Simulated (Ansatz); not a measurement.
The following input was run with Ansatz 0.2.0.

```yaml
crystal:
  lattice:
    - [0.0, 3.1155672533, 3.1155672533]
    - [3.1155672533, 0.0, 3.1155672533]
    - [3.1155672533, 3.1155672533, 0.0]
  atoms:
    - { symbol: Bi, position: [0.0, 0.0, 0.0] }
    - { symbol: Te, position: [0.5, 0.5, 0.5] }
basis:
  ecutwfc: 420
kpoints:
  mp_grid: { grid: [12, 12, 12] }
hamiltonian:
  xc: pbe
scf:
  occupations: { method: gaussian, width: 0.1 }
output:
  forces: true
  stress: true
  eigenvalues: true
```

Launched with
```bash
ansatz run input.yaml --threads 1 --pin off --max-ram 2560MiB --backend cpu --events-out ev --progress --plain --runs-dir out
```

Computed with DFT PBE, scalar-relativistic, plane waves, PAW (Ansatz).

Part of what the program printed, abridged (iterations and final results):

```
SCF iter   1: F=—  HF=-19376.474485 eV  |F-HF|=—  |Δ(HF+E_count)|=         —  Δρ=1.26e-3  dr2=1.71e-3  ethr=1.77e-3  ⟨swp⟩=6.2  Hψ=7365  notcnv=0
SCF iter   2: F=—  HF=-19376.472602 eV  |F-HF|=—  |Δ(HF+E_count)|=   1.88e-3  Δρ=8.33e-4  dr2=5.77e-4  ethr=5.52e-6  ⟨swp⟩=2.2  Hψ=3190  notcnv=0
SCF iter   3: F=—  HF=-19376.472588 eV  |F-HF|=—  |Δ(HF+E_count)|=   1.34e-5  Δρ=3.28e-4  dr2=1.12e-4  ethr=1.86e-6  ⟨swp⟩=2.7  Hψ=2466  notcnv=0
SCF iter   4: F=—  HF=-19376.472579 eV  |F-HF|=—  |Δ(HF+E_count)|=   9.58e-6  Δρ=1.67e-4  dr2=2.29e-5  ethr=3.62e-7  ⟨swp⟩=2.0  Hψ=1586  notcnv=0
SCF iter   5: F=—  HF=-19376.472561 eV  |F-HF|=—  |Δ(HF+E_count)|=   1.79e-5  Δρ=4.11e-5  dr2=1.72e-6  ethr=7.38e-8  ⟨swp⟩=2.0  Hψ=2526  notcnv=0
SCF iter   6: F=—  HF=-19376.472562 eV  |F-HF|=—  |Δ(HF+E_count)|=   9.92e-7  Δρ=2.60e-5  dr2=2.78e-7  ethr=5.55e-9  ⟨swp⟩=2.0  Hψ=2527  notcnv=0
SCF iter   7: F=-19376.472562 eV  HF=-19376.472562 eV  |F-HF|=4.22e-8  |Δ(HF+E_count)|=   6.95e-8  Δρ=8.84e-6  dr2=4.05e-8  ethr=3.23e-10  ⟨swp⟩=7.7  Hψ=7500  notcnv=0
SCF 1 converged in 7 iterations: F = -19376.472562 eV  dr2 = 4.05e-8
SCF converged after 7 iterations
Free energy (F): -19376.472562 eV
Harris-Foulkes:  -19376.472562 eV  (|F-HF|=4.22e-8)
Internal energy: -19376.467519 eV  (E = F + TS)
E sigma→0 (E₀):  -19376.470040 eV
Entropy (-TS):   -0.005042 eV (-2.521 meV/atom)
Fermi energy:    11.640204 eV
--- Per-component energies (eV) ---
  E_band       = -314.368098
  E_kinetic    = 485.412114
  E_local      = -2580.224410  (includes V_loc(G=0)·N_el)
  E_nonlocal   = 250.090860
  E_hartree    = 1223.101120
  E_xc         = -277.322830
  E_vxc        = -250.652659  (∫ρ·V_xc dr)
  E_paw        = -15324.979435  (= ΣΔE_a)
  E_vpaw       = -665.205994  (= ΣTr[D̂ρ^β])
  E_aug_tail   = -0.000643  (compensation charges beyond the density's cutoff)
  E_ewald      = -3152.544296
  E_smearing   = -0.005042  (= −TS)
--- Forces (eV/Å), atoms counted from 1 ---
  atom   1  Bi     0.00000000     0.00000000     0.00000000
  atom   2  Te     0.00000000     0.00000000     0.00000000
--- Stress (GPa, compression-positive) ---
        8.067128       0.000000       0.000000
        0.000000       8.067128       0.000000
        0.000000       0.000000       8.067128
  P = ⅓ Tr σ = 8.0671 GPa (80.671 kbar)
--- Band table (eV; the first three rows and the last of 72) ---
  k-point 0: bands = ["-25.8591", "-25.8591", "-25.8550", "-25.8550", "-25.8550", "-11.5824", "-11.5824", "-11.5723", "-11.5723", "-11.5723", "-2.7224", "3.9838", "8.7830", "8.7830", "8.7830", "14.0392", "14.0392", "14.0392", "16.1507", "16.1507"]
  k-point 1: bands = ["-25.8591", "-25.8591", "-25.8549", "-25.8549", "-25.8549", "-11.5829", "-11.5829", "-11.5721", "-11.5717", "-11.5717", "-2.6507", "3.7515", "8.8046", "8.8046", "8.9016", "13.6927", "13.7302", "13.7302", "16.0163", "16.2900"]
  k-point 2: bands = ["-25.8590", "-25.8590", "-25.8548", "-25.8548", "-25.8548", "-11.5845", "-11.5845", "-11.5717", "-11.5699", "-11.5699", "-2.4367", "3.1479", "8.8728", "8.8728", "9.1722", "12.9665", "13.0453", "13.0453", "15.9924", "16.6894"]
  k-point 71: bands = ["-25.8593", "-25.8584", "-25.8544", "-25.8544", "-25.8534", "-11.6017", "-11.5837", "-11.5671", "-11.5671", "-11.5552", "0.0468", "0.5048", "5.9606", "5.9606", "9.9897", "11.3833", "15.8548", "15.8548", "17.0608", "17.0608"]
```

The calculation finished and met its thresholds.

The run took 2.7 s on 1 thread of Intel(R) Xeon(R) 6975P-C (Granite Rapids), on a shared host, peak memory 0.43 GiB.

Spin–orbit coupling is left out, which can shift energies with elements as heavy as these.